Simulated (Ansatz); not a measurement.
Property card for Se

The calculation used Ansatz, DFT r2SCAN, scalar-relativistic, plane waves, PAW.

Plane waves to 500 eV, a k mesh through Γ of 6×6×6 on the computed 3-atom cell and Gaussian smearing (0.02 eV); no spin polarisation.

The structure is relaxed at this level of theory with its symmetry kept.

The structure is trigonal, space group P3_221 (No. 154). The conventional cell has a = 4.498 Å, b = 4.498 Å, c = 4.996 Å, α = 90.00°, β = 90.00°, γ = 120.00°. Se (site symmetry 2) is surrounded by 2 Se at 2.38 Å.

```
Volume per atom                                                                                                                             : 29.17 Å³
Formation energy from the elements' standard states (uncorrected)                                                                           : 0.000 eV/atom
Generalised Kohn–Sham band gap                                                                                                              : 1.31 eV, indirect from L to H
Löwdin character of the top 1 eV of the valence band                                                                                        : Se 4p 96 %
Löwdin character of the lowest 1 eV of the conduction band                                                                                  : Se 4p 88 %, unprojected 6 %
Electron masses at the edge by Cartesian direction of the standard setting (m_e; degenerate bands sorted by energy; no spin-orbit coupling) : x: 0.43; y: 0.43; z: 0.17
Hole masses at the edge by Cartesian direction of the standard setting (m_e; degenerate bands sorted by energy; no spin-orbit coupling)     : x: 8.1; y: 0.42; z: 0.28
Bulk modulus                                                                                                                                : 8.7 GPa
Its pressure derivative                                                                                                                     : 8.0
Bader charges (e)                                                                                                                           : Se (3 in the cell) 0.00
```

Each cell of Se holds chains, and where no dispersion correction was added their binding is poorly described.